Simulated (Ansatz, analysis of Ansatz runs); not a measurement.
# Does the charge change how Cl moves in La2NCl3 (Ibam)?

One jump of Cl in La2NCl3 (Ibam) at several charges. The case: V_Cl hop (3.0 Å).

Calculated with analysis of Ansatz runs 0.2.0; migration barriers of one hop by charge state from climbing-image bands, PBEsol; no image-charge correction, which largely cancels along a path.

### 1. Starting point

The cell holds 47 atoms: 16 La, 8 N and 23 Cl. Cell: a = 14.985 Å, b = 9.137 Å, c = 15.308 Å, α = 70.5°, β = 35.1°, γ = 74.4°. It derives from La2NCl3 (space group Ibam). Nearest the centre at fractional (0.250, 0.750, 0.750): Cl28 at 1.52 Å, La14 at 2.55 Å, La9 at 2.55 Å, Cl33 at 3.41 Å, Cl36 at 3.41 Å, N19 at 3.74 Å, N22 at 3.74 Å, N17 at 3.74 Å.

As a file:

```xyz
47
Lattice="0.0000 13.7005 6.0696 6.8292 0.0000 6.0696 6.8292 13.7005 0.0000" Properties=species:S:1:pos:R:3 pbc="T T T"
La    9.0252    8.1466    6.0696
La    5.6106   14.9969    3.0348
La    9.0252   21.8471    6.0696
La    5.6106   14.9969    9.1044
La    8.0479   12.4041    3.0348
La    4.6333    5.5539    6.0696
La    8.0479   12.4041    9.1044
La    4.6333   19.2544    6.0696
La   12.4398   12.4041    6.0696
La    2.1960    5.5539    3.0348
La    5.6106   12.4041    6.0696
La    9.0252   19.2544    9.1044
La    4.6333    8.1466    3.0348
La    8.0479   14.9969    6.0696
La   11.4625   21.8471    9.1044
La    1.2187   14.9969    6.0696
N     6.8292   13.7005    1.5174
N     3.4146    6.8502    4.5522
N     6.8292   13.7005    7.5870
N    10.2439   20.5507   10.6219
N     3.4146    6.8502    1.5174
N     6.8292   13.7005    4.5522
N    10.2439   20.5507    7.5870
N     6.8292   13.7005   10.6219
Cl    6.8292    6.8502    4.5522
Cl    6.8292   20.5507    4.5522
Cl    3.4146   13.7005    7.5870
Cl   10.2439   13.7005    4.5522
Cl    6.8292    6.8502    7.5870
Cl    3.4146   13.7005    4.5522
Cl    6.8292   20.5507    7.5870
Cl    4.7225    4.1674    3.0348
Cl    8.1372   11.0176    6.0696
Cl   11.5518   17.8679    9.1044
Cl    8.1372   24.7181    6.0696
Cl    5.5213    2.6829    6.0696
Cl    2.1067    9.5331    3.0348
Cl    5.5213   16.3834    6.0696
Cl    8.9359   23.2336    9.1044
Cl   11.5518    9.5331    6.0696
Cl    8.1372   16.3834    3.0348
Cl    4.7225    9.5331    6.0696
Cl    8.1372   16.3834    9.1044
Cl    5.5213   11.0176    3.0348
Cl    8.9359   17.8679    6.0696
Cl    5.5213   11.0176    9.1044
Cl    2.1067   17.8679    6.0696
```

The cell's shortest repeat is 9.1 Å.

### 2. The bands

Climbing-image bands with Ansatz at the zone centre alone, on 8 threads of Arm Neoverse V2, shared host:

```tsv
charge	moment (μB)	images	iterations	energies along the band (eV)	time
+1	0	5	7	0.00, 0.04, 0.16, 0.22, 0.16, 0.04, 0.00	3.2 min
0	1	5	8	0.00, 0.12, 0.53, 0.80, 0.53, 0.12, 0.00	8.9 min
```

### 3. Barriers and rates

Arrhenius rates with an assumed prefactor of 1e13 per second. The hop rate by temperature:

```tsv
temperature (K)	charge +1 (1/s)	charge +0, moment 1 (1/s)
200	2.9e7	8.7e-8
300	2.0e9	0.424
400	1.7e10	935
600	1.4e11	2.1e6
800	4.1e11	9.7e7
1000	7.8e11	9.7e8
```

### 4. What came out

```yaml
barrier_at_charge_plus_1: 0.22 eV
barrier_at_charge_0_1_mu_b: 0.80 eV
```

In words: The barrier is lowest at charge +1 (0.22 eV) and highest at 0 (0.80 eV). No image-charge correction is applied. The order of the top as a saddle was not checked for all atoms, so a bent path could be lower. Keep in mind: sampling at the zone centre alone can move energies of charged and open-shell states by tenths of an eV or more in cells of this size; spin–orbit coupling, which can matter with heavy atoms, is left out.

[Logs are printed without paths, hosts, clocks, repeated set-up lines and the standing remarks that a program may print on its own settings, such as how far it seeks lower states.]

[Hosts, paths, dates, database ids (printed as entryN), source tags and the programs' standing remarks are cut or masked in the printed files.]
